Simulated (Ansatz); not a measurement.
# Ba under compression: one row to predict

The cell was found from a structure generator's guess, not taken from experiment.

Theory: Ansatz, DFT PBE, scalar-relativistic, plane waves, PAW. The final run on the 2-atom cell used 420 eV, a Γ-centred 12×12×8 mesh, 0.10 eV smearing and no spin polarisation.

```xyz
2
Lattice="4.4604 0.0000 0.0000 -2.2302 3.8628 0.0000 0.0000 0.0000 7.3553" Properties=species:S:1:pos:R:3 pbc="T T T"
Ba    0.0000    2.5752    5.5164
Ba    2.2302    1.2876    1.8388
```

The cell was set to several volumes, with shape and atoms relaxed at each where symmetry leaves them free. Pressure is positive in compression, and energies count from the lowest row. No row has a gap on its mesh.

```
row  V (Å³/atom)  P (GPa)  ΔE (meV/atom)
  1       55.760     1.23           27.1
  2       57.661     0.88           14.8
  3       59.561        ?              ?
  4       61.462     0.28            1.6
  5       63.363     0.02            0.0
  6       65.264    -0.22            1.3
  7       67.165    -0.42            5.2
  8       69.700    -0.67           14.0
```

**Question.** Find B = −V·ΔP/ΔV from rows 4 and 6 and from rows 1 and 2, and from the two its slope B′ and its value B0 at zero pressure.

**Answer.** Rows 4 and 6 give −(61.462 + 65.264)/2 × (-0.22 − (0.28))/(65.264 − 61.462) = 8.3 GPa at a mean pressure of 0.03 GPa. Rows 1 and 2 give −(55.760 + 57.661)/2 × (0.88 − (1.23))/(57.661 − 55.760) = 10.4 GPa at a mean pressure of 1.05 GPa. So B′ = (10.4 − 8.3)/(1.05 − (0.03)) = 2.06 and B0 = 8.3 − 2.06 × (0.03) = 8.2 GPa. A third-order Birch–Murnaghan fit to all the energies gives B0 = 8.1 GPa and B′ = 2.5.

**Question.** Estimate the pressure and energy of row 3.

**Answer.** From row 5, V0 = 63.363 × (1 + (0.02)/8.2) = 63.518 Å³/atom. Murnaghan's form P = (B0/B′)·[(V0/V)^B′ − 1] gives (8.2/2.06) × [(63.518/59.561)^2.06 − 1] = 0.56 GPa; the computed pressure is 0.56 GPa, so the estimate is off by 0.00 GPa. The work of compression from row 4, with the mean of the two pressures, gives ΔE = 1.6 + (0.56 + 0.28)/2 × (61.462 − 59.561)/160.2 × 1000 = 6.6 meV/atom (1 eV/Å³ = 160.2 GPa); the computed value is 6.4 meV/atom.

All volumes keep the k mesh of the relaxed cell. A structure relaxed within its symmetry needn't be a true minimum.
